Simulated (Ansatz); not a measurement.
Input and command of a plane-wave DFT calculation in Ansatz:

```yaml
crystal:
  lattice:
    - [-2.9932357103, 2.9681561098, 3.1000453627]
    - [-3.2705443698, -3.2928108327, -3.0526992993]
    - [2.9458896469, -3.0174361708, 3.1019793603]
  atoms:
    - { symbol: Mo, position: [0.0008471171, 0.509121053, 0.0103614622] }
    - { symbol: Mo, position: [-0.0025639104, 0.448456226, 0.458792585] }
    - { symbol: Mo, position: [0.4883478171, 0.5019980419, 0.0448467533] }
    - { symbol: Mo, position: [0.4876437361, 0.5366487922, 0.5019471846] }
    - { symbol: Mo, position: [-0.0427762206, -0.0303405653, 0.0012550746] }
    - { symbol: Mo, position: [-0.0098724675, 0.0434559126, 0.4747393609] }
    - { symbol: Mo, position: [0.5310619755, 0.0160767088, 0.0186088871] }
    - { symbol: Mo, position: [0.5473119526, -0.0254161694, 0.4894486922] }
basis:
  ecutwfc: 420
kpoints:
  mp_grid: { grid: [8, 8, 8] }
hamiltonian:
  xc: lda
scf:
  occupations: { method: gaussian, width: 0.15 }
output:
  forces: true
  stress: true
  eigenvalues: true
relax:
  adjacent_minimum: "off"
  f_tol: 0.01
  max_steps: 80
```

```bash
ansatz run input.yaml --threads 2 --pin off --max-ram 5120MiB --backend cpu --events-out ev --progress --plain --runs-dir out
```

Processor: Intel(R) Xeon(R) 6975P-C (Granite Rapids), 2 threads, on a host shared with other jobs.

How long does it run, and how much memory does it take?

About 3.9 min on 2 threads of Intel(R) Xeon(R) 6975P-C (Granite Rapids) (shared host), peak memory 1.6 GiB. It solves 68 bands at 260 k points (the mesh reduced by symmetry) with about 2395 plane waves, in 30 SCF iterations over 5 ionic steps.
